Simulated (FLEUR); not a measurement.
# Te (P3_121) in FLEUR: further runs, part 2 of 2

FLEUR MaX-R8.1 (later development tree). Earlier steps stand in the parts before.

## 4. Equation of state, PBEsol, 32.57 Å³/atom (volume scaled by 0.96)

inp.xml

```xml
<?xml version="1.0" encoding="UTF-8" standalone="no"?>
<fleurInput fleurInputVersion="0.39">
   <comment>
      Te                                                                                                  
   </comment>
   <calculationSetup>
      <cutoffs Kmax="4.1" Gmax="12.7" GmaxXC="12.7" numbands="0"/>
      <scfLoop itmax="60" minDistance="0.00001" maxIterBroyd="15" imix="Anderson" alpha="0.05" precondParam="0.0" spinf="2.0" sdNocoIR="T"/>
      <coreElectrons ctail="T" frcor="F" kcrel="0" coretail_lmax="0"/>
      <xcFunctional name="PBEs" relativisticCorrections="F"/>
      <magnetism jspins="1"/>
      <soc l_soc="F" theta="0.0" phi="0.0" spav="F"/>
      <expertModes spex="0" secvar="F"/>
      <geometryOptimization l_f="F" forcealpha="1.0" forcemix="BFGS" epsdisp="0.0005" epsforce="0.0002"/>
      <ldaU l_linMix="F" mixParam="0.05" spinf="1.0"/>
   </calculationSetup>
   <cell>
      <bzIntegration valenceElectrons="66.0" mode="hist" fermiSmearingEnergy="0.00183747">
         <kPointListSelection listName="default-1"/>
         <!-- k-points included here -->
         <xi:include xmlns:xi="http://www.w3.org/2001/XInclude" href="kpts.xml"> </xi:include>
      </bzIntegration>
      <!-- symmetry operations included here -->
      <xi:include xmlns:xi="http://www.w3.org/2001/XInclude" href="sym.xml"> </xi:include>
      <bulkLattice scale="0.9864848297">
         <bravaisMatrix>
            <row-1>    8.4168401589683999     0.0000000000000000     0.0000000000000000</row-1>
            <row-2>   -4.2084200794841999     7.2891973973430435     0.0000000000000000</row-2>
            <row-3>    0.0000000000000000     0.0000000000000000    11.1947375621304008</row-3>
         </bravaisMatrix>
      </bulkLattice>
   </cell>
   <atomSpecies>
      <species name="Tellurium (Te)" element="Te" atomicNumber="52">
         <mtSphere radius="2.43" gridPoints="829" logIncrement="0.016"/>
         <atomicCutoffs lmax="10" lnonsphr="10"/>
         <electronConfig flipSpins="F">
            <coreConfig>(1s1/2) (2s1/2) (2p1/2) (2p3/2) (3s1/2) (3p1/2) (3p3/2) (4s1/2) (3d3/2) (3d5/2)</coreConfig>
            <valenceConfig>(4p1/2) (4p3/2) (5s1/2) (4d3/2) (4d5/2) (5p1/2) (5p3/2)</valenceConfig>
            <stateOccupation state="(5p1/2)" spinUp="0.666667" spinDown="0.666667"/>
            <stateOccupation state="(5p3/2)" spinUp="1.333333" spinDown="1.333333"/>
         </electronConfig>
         <energyParameters s="5" p="5" d="5" f="4"/>
         <lo type="SCLO" l="1" n="4" eDeriv="0"/>
         <lo type="SCLO" l="1" n="4" eDeriv="1"/>
         <lo type="SCLO" l="2" n="4" eDeriv="0"/>
         <lo type="SCLO" l="2" n="4" eDeriv="1"/>
         <lo type="SCLO" l="0" n="5" eDeriv="2"/>
         <lo type="SCLO" l="3" n="4" eDeriv="2"/>
      </species>
   </atomSpecies>
   <atomGroups>
      <atomGroup species="Tellurium (Te)">
         <relPos label="                   1">-.2690000000 -.2690000000 .0000000000</relPos>
         <relPos label="                   2">.0000000000 .2690000000 -1.000/3.000</relPos>
         <relPos label="                   3">.2690000000 .0000000000 1.000/3.000</relPos>
         <force calculate="T" relaxXYZ="TTT"/>
      </atomGroup>
   </atomGroups>
   <output dos="F" band="F" slice="F">
      <checks vchk="F" cdinf="F"/>
      <bandDOS minEnergy="-.5*Htr" maxEnergy="0.5*Htr" sigma="0.015" storeEVData="T"/>
      <vacuumDOS vacdos="F" integ="F" star="F" nstars="0" locx1="0.0" locy1="0.0" locx2="0.0" locy2="0.0" nstm="0" tworkf="0.0"/>
      <unfoldingBand unfoldBand="F" supercellX="1" supercellY="1" supercellZ="1"/>
      <plotting iplot="0" polar="F">
         <plot TwoD="T" vec1="  1.0  0.0  0.0" vec2="  0.0  1.0  0.0" vec3="  0.0  0.0  1.0" zero="  0.0  0.0  0.0" file="plot"/>
      </plotting>
      <chargeDensitySlicing numkpt="0" minEigenval="0.0" maxEigenval="0.0" nnne="0" pallst="F"/>
      <specialOutput eonly="F"/>
      <moessbauerParams electricFieldGradient="T" isomerShift="T" coreHyperfine="T" valenceHyperfine="T"/>
      <magneticCircularDichroism mcd="F" energyLo="-10.0" energyUp="0.0"/>
   </output>
  <!-- We include the file relax.xml here to enable relaxations (see documentation) -->
  <xi:include xmlns:xi="http://www.w3.org/2001/XInclude" href="relax.xml"> <xi:fallback/> </xi:include>
</fleurInput>
```

The run is started by

```
> inpgen -f crystal.txt -profile fastHighL
> # inp.xml edited to the form shown
> mpirun -n 4 fleur_MPI -pe_per_kpt 1
```

Wall time 41 s (4 MPI ranks of AMD EPYC 9R45 (Zen 5), shared host).

The run converged. Its results:

```yaml
Free_energy: -554618.8229 eV
Band_gap_on_the_k_mesh: 0.58 eV, indirect (least direct gap 0.80 eV)
Valence_electrons_inside_the_program's_atomic_spheres: Te 19.38 (radii Te 2.43 bohr)
```

Caveat: spin-orbit coupling is left out, which moves the levels of the heavy elements; an odd mesh through Γ misses points on the zone boundary, where band edges often lie.

## 5. Equation of state, PBEsol, 33.25 Å³/atom (volume scaled by 0.98)

Edit inp.xml of step 4 so:

```diff
@@ -24,3 +24,3 @@
       <xi:include xmlns:xi="http://www.w3.org/2001/XInclude" href="sym.xml"> </xi:include>
-      <bulkLattice scale="0.9864848297">
+      <bulkLattice scale="0.9932883884">
          <bravaisMatrix>
```

The run is started by

```
> inpgen -f crystal.txt -profile fastHighL
> # inp.xml edited to the form shown
> mpirun -n 4 fleur_MPI -pe_per_kpt 1
```

Run time: 35 s. Hardware: 4 MPI ranks of AMD EPYC 9R45 (Zen 5), shared host.

The run converged. Its results:

| Quantity | Value |
| --- | --- |
| Free energy | -554618.8307 eV |
| Band gap on the k mesh | 0.59 eV, indirect (least direct gap 0.78 eV) |
| Valence electrons inside the program's atomic spheres | Te 19.36 (radii Te 2.43 bohr) |

Caveat: spin-orbit coupling is left out, which moves the levels of the heavy elements; an odd mesh through Γ misses points on the zone boundary, where band edges often lie.

## 6. Equation of state, PBEsol, 33.93 Å³/atom

Edit inp.xml of step 5 so:

```diff
@@ -24,3 +24,3 @@
       <xi:include xmlns:xi="http://www.w3.org/2001/XInclude" href="sym.xml"> </xi:include>
-      <bulkLattice scale="0.9932883884">
+      <bulkLattice scale="1.0000000000">
          <bravaisMatrix>
```

Potentials or basis: all-electron, FLAPW.

The run is started by

```
> inpgen -f crystal.txt -profile fastHighL
> # inp.xml edited to the form shown
> mpirun -n 4 fleur_MPI -pe_per_kpt 1
```

Wall time 36 s (4 MPI ranks of AMD EPYC 9R45 (Zen 5), shared host).

The run converged. Its results:

| Property | Result |
| --- | --- |
| Free energy | -554618.8248 eV |
| Band gap on the k mesh | 0.59 eV, indirect (least direct gap 0.77 eV) |
| Valence electrons inside the program's atomic spheres | Te 19.35 (radii Te 2.43 bohr) |

Caveat: spin-orbit coupling is left out, which moves the levels of the heavy elements; an odd mesh through Γ misses points on the zone boundary, where band edges often lie.

## 7. Equation of state, PBEsol, 34.60 Å³/atom (volume scaled by 1.02)

Edit inp.xml of step 6 so:

```diff
@@ -24,3 +24,3 @@
       <xi:include xmlns:xi="http://www.w3.org/2001/XInclude" href="sym.xml"> </xi:include>
-      <bulkLattice scale="1.0000000000">
+      <bulkLattice scale="1.0066227096">
          <bravaisMatrix>
```

The run is started by

```
> inpgen -f crystal.txt -profile fastHighL
> # inp.xml edited to the form shown
> mpirun -n 4 fleur_MPI -pe_per_kpt 1
```

Wall time 38 s (4 MPI ranks of AMD EPYC 9R45 (Zen 5), shared host).

The run converged. Its results:

- Free energy: -554618.8071 eV
- Band gap on the k mesh: 0.60 eV, indirect (least direct gap 0.76 eV)
- Valence electrons inside the program's atomic spheres: Te 19.34 (radii Te 2.43 bohr)

Caveat: spin-orbit coupling is left out, which moves the levels of the heavy elements; an odd mesh through Γ misses points on the zone boundary, where band edges often lie.

## 8. Equation of state, PBEsol, 35.28 Å³/atom (volume scaled by 1.04)

Edit inp.xml of step 7 so:

```diff
@@ -24,3 +24,3 @@
       <xi:include xmlns:xi="http://www.w3.org/2001/XInclude" href="sym.xml"> </xi:include>
-      <bulkLattice scale="1.0066227096">
+      <bulkLattice scale="1.0131594038">
          <bravaisMatrix>
```

The run is started by

```
> inpgen -f crystal.txt -profile fastHighL
> # inp.xml edited to the form shown
> mpirun -n 4 fleur_MPI -pe_per_kpt 1
```

Wall time 48 s (4 MPI ranks of AMD EPYC 9R45 (Zen 5), shared host).

The run converged. Its results:

| Item | Value |
| --- | --- |
| Free energy | -554618.7786 eV |
| Band gap on the k mesh | 0.60 eV, indirect (least direct gap 0.75 eV) |
| Valence electrons inside the program's atomic spheres | Te 19.33 (radii Te 2.43 bohr) |

Caveat: spin-orbit coupling is left out, which moves the levels of the heavy elements; an odd mesh through Γ misses points on the zone boundary, where band edges often lie.

## 9. Equation of state, PBEsol, 35.96 Å³/atom (volume scaled by 1.06)

Edit inp.xml of step 8 so:

```diff
@@ -24,3 +24,3 @@
       <xi:include xmlns:xi="http://www.w3.org/2001/XInclude" href="sym.xml"> </xi:include>
-      <bulkLattice scale="1.0131594038">
+      <bulkLattice scale="1.0196128224">
          <bravaisMatrix>
```

Potentials or basis: all-electron, FLAPW.

The run is started by

```
> inpgen -f crystal.txt -profile fastHighL
> # inp.xml edited to the form shown
> mpirun -n 4 fleur_MPI -pe_per_kpt 1
```

Run time: 51 s. Hardware: 4 MPI ranks of AMD EPYC 9R45 (Zen 5), shared host.

The run converged. Its results:

```yaml
Free_energy: -554618.7407 eV
Band_gap_on_the_k_mesh: 0.60 eV, indirect (least direct gap 0.73 eV)
Valence_electrons_inside_the_program's_atomic_spheres: Te 19.32 (radii Te 2.43 bohr)
```

Caveat: spin-orbit coupling is left out, which moves the levels of the heavy elements; an odd mesh through Γ misses points on the zone boundary, where band edges often lie.

## 10. Equation of state, PBEsol

This step only gathers the single runs of the series.

What came out:

```yaml
Equilibrium_volume: 33.28 Å³/atom
Bulk_modulus_at_fixed_shape_and_positions: 52 GPa
Pressure_derivative_of_the_bulk_modulus: 4.8
```

Energy against volume, from the lowest point:
| volume (Å³/atom) | energy (meV/atom) |
| --- | --- |
| 31.890 | 10.22 |
| 32.568 | 2.59 |
| 33.247 | 0.00 |
| 33.925 | 1.95 |
| 34.604 | 7.87 |
| 35.282 | 17.36 |
| 35.961 | 30.01 |

Caveat: the cell was scaled at fixed shape and fractional positions, which overstates the stiffness of a crystal with free parameters, most of all of layers and chains. Spin-orbit coupling is left out, which matters for the levels of Te.

## 11. Band structure, LDA

Edit inp.xml of step 9 so:

```diff
@@ -9,3 +9,3 @@
       <coreElectrons ctail="T" frcor="F" kcrel="0" coretail_lmax="0"/>
-      <xcFunctional name="PBEs" relativisticCorrections="F"/>
+      <xcFunctional name="vwn" relativisticCorrections="F"/>
       <magnetism jspins="1"/>
@@ -13,3 +13,3 @@
       <expertModes spex="0" secvar="F"/>
-      <geometryOptimization l_f="F" forcealpha="1.0" forcemix="BFGS" epsdisp="0.0005" epsforce="0.0002"/>
+      <geometryOptimization l_f="F" forcealpha="1.0" forcemix="BFGS" epsdisp="0.00001" epsforce="0.00001"/>
       <ldaU l_linMix="F" mixParam="0.05" spinf="1.0"/>
@@ -24,3 +24,3 @@
       <xi:include xmlns:xi="http://www.w3.org/2001/XInclude" href="sym.xml"> </xi:include>
-      <bulkLattice scale="1.0196128224">
+      <bulkLattice scale="1.0">
          <bravaisMatrix>
@@ -34,3 +34,3 @@
       <species name="Tellurium (Te)" element="Te" atomicNumber="52">
-         <mtSphere radius="2.43" gridPoints="829" logIncrement="0.016"/>
+         <mtSphere radius="2.51" gridPoints="829" logIncrement="0.016"/>
          <atomicCutoffs lmax="10" lnonsphr="10"/>
```

crystal.txt

```
Te
&input cartesian=F /
4.4540000000  0.0000000000  0.0000000000
-2.2270000000  3.8572771485  0.0000000000
0.0000000000  0.0000000000  5.9240000000
1.8897261246
1.0 1.0 1.0

3
52 0.7310000000  0.7310000000  0.0000000000
52 0.0000000000  0.2690000000  0.6666666667
52 0.2690000000  0.0000000000  0.3333333333

&kpt div1=7 div2=7 div3=5 gamma=T /
```

inp.xml (bands)

```
<?xml version="1.0" encoding="UTF-8" standalone="no"?>
<fleurInput fleurInputVersion="0.39">
   <comment>
      Te                                                                                                  
   </comment>
   <calculationSetup>
      <cutoffs Kmax="4.1" Gmax="12.7" GmaxXC="12.7" numbands="0"/>
      <scfLoop itmax="60" minDistance="0.00001" maxIterBroyd="15" imix="Anderson" alpha="0.05" precondParam="0.0" spinf="2.0" sdNocoIR="T"/>
      <coreElectrons ctail="T" frcor="F" kcrel="0" coretail_lmax="0"/>
      <xcFunctional name="vwn" relativisticCorrections="F"/>
      <magnetism jspins="1"/>
      <soc l_soc="F" theta="0.0" phi="0.0" spav="F"/>
      <expertModes spex="0" secvar="F"/>
      <geometryOptimization l_f="F" forcealpha="1.0" forcemix="BFGS" epsdisp="0.00001" epsforce="0.00001"/>
      <ldaU l_linMix="F" mixParam="0.05" spinf="1.0"/>
   </calculationSetup>
   <cell>
      <bzIntegration valenceElectrons="66.0" mode="hist" fermiSmearingEnergy="0.00183747">
         <kPointListSelection listName="path-1"/>
         <!-- k-points included here -->
         <xi:include xmlns:xi="http://www.w3.org/2001/XInclude" href="kpts.xml"> </xi:include>
      </bzIntegration>
      <!-- symmetry operations included here -->
      <xi:include xmlns:xi="http://www.w3.org/2001/XInclude" href="sym.xml"> </xi:include>
      <bulkLattice scale="1.0">
         <bravaisMatrix>
            <row-1>    8.4168401589683999     0.0000000000000000     0.0000000000000000</row-1>
            <row-2>   -4.2084200794841999     7.2891973973430435     0.0000000000000000</row-2>
            <row-3>    0.0000000000000000     0.0000000000000000    11.1947375621304008</row-3>
         </bravaisMatrix>
      </bulkLattice>
   </cell>
   <atomSpecies>
      <species name="Tellurium (Te)" element="Te" atomicNumber="52">
         <mtSphere radius="2.51" gridPoints="829" logIncrement="0.016"/>
         <atomicCutoffs lmax="10" lnonsphr="10"/>
         <electronConfig flipSpins="F">
            <coreConfig>(1s1/2) (2s1/2) (2p1/2) (2p3/2) (3s1/2) (3p1/2) (3p3/2) (4s1/2) (3d3/2) (3d5/2)</coreConfig>
            <valenceConfig>(4p1/2) (4p3/2) (5s1/2) (4d3/2) (4d5/2) (5p1/2) (5p3/2)</valenceConfig>
            <stateOccupation state="(5p1/2)" spinUp="0.666667" spinDown="0.666667"/>
            <stateOccupation state="(5p3/2)" spinUp="1.333333" spinDown="1.333333"/>
         </electronConfig>
         <energyParameters s="5" p="5" d="5" f="4"/>
         <lo type="SCLO" l="1" n="4" eDeriv="0"/>
         <lo type="SCLO" l="1" n="4" eDeriv="1"/>
         <lo type="SCLO" l="2" n="4" eDeriv="0"/>
         <lo type="SCLO" l="2" n="4" eDeriv="1"/>
         <lo type="SCLO" l="0" n="5" eDeriv="2"/>
         <lo type="SCLO" l="3" n="4" eDeriv="2"/>
      </species>
   </atomSpecies>
   <atomGroups>
      <atomGroup species="Tellurium (Te)">
         <relPos label="                   1">-.2690000000 -.2690000000 .0000000000</relPos>
         <relPos label="                   2">.0000000000 .2690000000 -1.000/3.000</relPos>
         <relPos label="                   3">.2690000000 .0000000000 1.000/3.000</relPos>
         <force calculate="T" relaxXYZ="TTT"/>
      </atomGroup>
   </atomGroups>
   <output dos="F" band="T" slice="F">
      <checks vchk="F" cdinf="F"/>
      <bandDOS minEnergy="-.5*Htr" maxEnergy="0.5*Htr" sigma="0.015" storeEVData="T"/>
      <vacuumDOS vacdos="F" integ="F" star="F" nstars="0" locx1="0.0" locy1="0.0" locx2="0.0" locy2="0.0" nstm="0" tworkf="0.0"/>
      <unfoldingBand unfoldBand="F" supercellX="1" supercellY="1" supercellZ="1"/>
      <plotting iplot="0" polar="F">
         <plot TwoD="T" vec1="  1.0  0.0  0.0" vec2="  0.0  1.0  0.0" vec3="  0.0  0.0  1.0" zero="  0.0  0.0  0.0" file="plot"/>
      </plotting>
      <chargeDensitySlicing numkpt="0" minEigenval="0.0" maxEigenval="0.0" nnne="0" pallst="F"/>
      <specialOutput eonly="F"/>
      <moessbauerParams electricFieldGradient="T" isomerShift="T" coreHyperfine="T" valenceHyperfine="T"/>
      <magneticCircularDichroism mcd="F" energyLo="-10.0" energyUp="0.0"/>
   </output>
  <!-- We include the file relax.xml here to enable relaxations (see documentation) -->
  <xi:include xmlns:xi="http://www.w3.org/2001/XInclude" href="relax.xml"> <xi:fallback/> </xi:include>
</fleurInput>
```

The run is started by

```
> inpgen -f crystal.txt -profile fastHighL
> # inp.xml edited to the form shown
> mpirun -n 4 fleur_MPI -pe_per_kpt 1
> mpirun -n 4 fleur_MPI -pe_per_kpt 1   # second run, on inp.xml (bands)
```

It took 3.2 min on 4 MPI ranks of Intel Xeon at 2.50GHz (Skylake/Cascade Lake), shared host.

It converged, with:

| Item | Value |
| --- | --- |
| Free energy | -554397.7724 eV |
| Band gap along the path | 0.14 eV, direct |
| Valence electrons inside the program's atomic spheres | Te 19.61 (radii Te 2.51 bohr) |

Levels at the corners of the path, in eV from the valence-band top:
```tsv
point	band 29	band 30	band 31	band 32	band 33	band 34	band 35	band 36	band 37	band 38
Γ	-2.76	-2.76	-1.67	-1.67	-0.83	0.99	0.99	1.58	4.98	4.98
M	-4.40	-3.58	-3.52	-1.02	-0.80	0.81	0.87	2.90	3.68	7.30
K	-4.46	-3.08	-3.08	-2.95	-2.69	2.84	2.84	3.13	4.83	5.80
Γ	-2.76	-2.76	-1.67	-1.67	-0.83	0.99	0.99	1.58	4.98	4.98
A	-2.65	-2.65	-1.30	-1.01	-1.01	0.43	0.43	0.46	4.05	5.28
L	-3.65	-3.63	-2.45	-2.11	-0.20	0.72	1.94	2.53	4.52	5.24
H	-5.01	-5.01	-0.93	0.00	0.00	0.14	1.30	1.30	5.89	6.46
A	-2.65	-2.65	-1.30	-1.01	-1.01	0.43	0.43	0.46	4.05	5.28
L	-3.65	-3.63	-2.45	-2.11	-0.20	0.72	1.94	2.53	4.52	5.24
M	-4.40	-3.58	-3.52	-1.02	-0.80	0.81	0.87	2.90	3.68	7.30
K	-4.46	-3.08	-3.08	-2.95	-2.69	2.84	2.84	3.13	4.83	5.80
H	-5.01	-5.01	-0.93	0.00	0.00	0.14	1.30	1.30	5.89	6.46
```

Core levels (eV from the Fermi level):
| atom | levels |
| --- | --- |
| 1 Te | 1s1/2 -31567.5, 2s1/2 -4836.8, 2p1/2 -4533.9, 2p3/2 -4259.7, 3s1/2 -958.6, 3p1/2 -833.9, 3p3/2 -782.8, 4s1/2 -159.5, 3d3/2 -561.8, 3d5/2 -551.1 |
| 2 Te | 1s1/2 -31567.5, 2s1/2 -4836.8, 2p1/2 -4533.9, 2p3/2 -4259.7, 3s1/2 -958.6, 3p1/2 -833.9, 3p3/2 -782.8, 4s1/2 -159.5, 3d3/2 -561.8, 3d5/2 -551.1 |
| 3 Te | 1s1/2 -31567.5, 2s1/2 -4836.8, 2p1/2 -4533.9, 2p3/2 -4259.7, 3s1/2 -958.6, 3p1/2 -833.9, 3p3/2 -782.8, 4s1/2 -159.5, 3d3/2 -561.8, 3d5/2 -551.1 |

Caveat: spin-orbit coupling is left out, which moves the levels of the heavy elements.
